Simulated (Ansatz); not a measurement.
## Mg3Sb2: strain energy, fitted

Mg3Sb2, P-3m1, a = 4.594 Å, c = 7.274 Å. The structure is a COD entry; whether it is the stable form wasn't checked. Ansatz: PBE, PAW, 420 eV, Γ-centred 12×12×6 mesh on 5 atoms, Gaussian smearing 0.01 eV; no spin polarisation. Series: strain along c alone, the other axes held, atoms relaxed; x is the strain in per cent. y is the free energy over the unstrained cell, V0 = 26.589 Å³/atom.

```
x (%) y (meV/atom)
 -6.0         24.62
 -4.0         10.80
 -2.0          2.65
  0.0          0.00
  2.0          2.45
  4.0             ?
  6.0         20.70
```

Q: Fit y = c2 x² + c3 x³ to the other rows, turn c2 into a modulus, and predict the missing energy.

A: Least squares on the rows shown. y = 0.63032 x² − 0.0091665 x³. In eV per unit strain² c2 is 6.303; this is C33 with relaxed ions (E = ½ C33 V0 ε²): 2 × 6.303 × 160.2 / (26.589) = 76 GPa. At x = 4.0 the fit asked for gives 9.50 meV/atom. The run gave 9.51 meV/atom, so the fit is 0.01 meV/atom too low, within the rms miss on the fitted rows (0.07 meV/atom).

Where the gap has closed, the smearing of 0.02 eV or less is narrow for a metal on this mesh.